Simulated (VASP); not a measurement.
Set up this calculation in VASP 6.6.1, as the native input.

```yaml
Task: relaxation of the atoms
Functional: PBEsol
Potentials_or_basis: VASP PAW PBE potentials, release 64 (Hg, Te)
Cutoff: 600 eV
k_mesh: 10 × 10 × 10
Occupations: gaussian, width 0.03 eV
Spin: no spin polarisation
Further_INCAR_settings: ALGO = Normal; EDIFF = 1e-07; IBRION = 2; EDIFFG = -0.01; NSW = 40
```

The structure of HgTe (Coloradoite) lies in POSCAR:

```
HgTe                                    
1.0
    0.0000000000      3.3008822739      3.3008822739
    3.3008822739      0.0000000000      3.3008822739
    3.3008822739      3.3008822739      0.0000000000
  Hg              Te            
     1     1
Direct
     0.0000000000000000    0.0000000000000000    0.0000000000000000
     0.2500000000000000    0.2500000000000000    0.2500000000000000
```

The cell isn't the ideal one: a relaxed cell with its volume scaled by 1.04.

The input as run:

INCAR

```
ALGO = Normal ; EDIFF = 1E-7
EDIFFG = -0.01 ; ENCUT = 600
GGA = PS ; IBRION = 2
ISIF = 2 ; ISMEAR = 0
LASPH = True ; LCHARG = False
LREAL = False ; LWAVE = False
NELM = 80 ; NSW = 40
PREC = Accurate ; SIGMA = 0.03
```

KPOINTS

```
k-points
0
Gamma
  10 10 10
```

Potentials or basis: VASP PAW PBE potentials, release 64 (Hg, Te).

The run is started by

```console
$ cat potpaw_PBE.64/Hg/POTCAR potpaw_PBE.64/Te/POTCAR > POTCAR
$ mpirun -np 1 vasp_std > vasp.out
```

It gave:

```json
{
 "Pressure after relaxing": "-1.5 GPa",
 "Band gap on the k mesh": "none (metal or under the smearing width)"
}
```

Caveat: the relaxation stopped at its first step, so nothing moved; the PAW data sets were made with another functional, which shifts forces and pressure a little.

Wall time 61 s on 1 thread of AMD EPYC 7R13 Processor (Zen 3) (shared host), peak memory 0.24 GiB.
